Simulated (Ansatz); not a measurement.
System: CaO (rock salt type), 2 atoms in the cell.

```
CELL_PARAMETERS angstrom
0.00000 2.41500 2.41500
2.41500 0.00000 2.41500
2.41500 2.41500 0.00000
ATOMIC_POSITIONS crystal
Ca 0.00000 0.00000 0.00000
O 0.50000 0.50000 0.50000
```

Level of theory: HSE06, plane waves, PAW datasets (generated hard set) (Ansatz).

Cutoff 700 eV; exchange singularity: regularized; k-mesh 6×6×6 Γ-centred; Fermi–Dirac smearing of 0.02 eV; no spin polarisation.

Q: How large is the gap on this mesh, is it direct, and where do the band edges lie (fractions of the reciprocal vectors of this cell)?

A: 5.31 eV, indirect from (0.000, 0.000, 0.000) to (0.000, -0.500, -0.500); the smallest direct gap is 5.74 eV.

Q: List the levels near the gap at (0.000, 0.000, 0.000), (0.000, 0.000, -0.500), (0.000, 0.167, 0.167), (0.000, 0.167, -0.500), (0.000, 0.333, -0.500), (0.000, -0.500, -0.500), in eV from the top of the valence band (v1 is the highest filled band, c1 the lowest empty one).

A: 
| k | v4 | v3 | v2 | v1 | c1 | c2 | c3 |
| --- | --- | --- | --- | --- | --- | --- | --- |
| (0.000, 0.000, 0.000) | -16.99 | 0.00 | 0.00 | 0.00 | 6.12 | 8.15 | 8.15 |
| (0.000, 0.000, -0.500) | -15.67 | -2.76 | -1.22 | -1.22 | 8.97 | 9.94 | 10.51 |
| (0.000, 0.167, 0.167) | -16.55 | -1.24 | -0.19 | -0.19 | 7.20 | 7.33 | 9.18 |
| (0.000, 0.167, -0.500) | -15.90 | -2.32 | -1.21 | -1.03 | 8.09 | 9.45 | 10.77 |
| (0.000, 0.333, -0.500) | -16.43 | -1.60 | -0.90 | -0.63 | 6.19 | 10.05 | 10.89 |
| (0.000, -0.500, -0.500) | -16.73 | -1.45 | -0.43 | -0.43 | 5.31 | 10.03 | 11.04 |

A gap read on the mesh is an upper bound of this method's gap, since the mesh can miss a band edge. Potentials made with PBE were used with another functional.
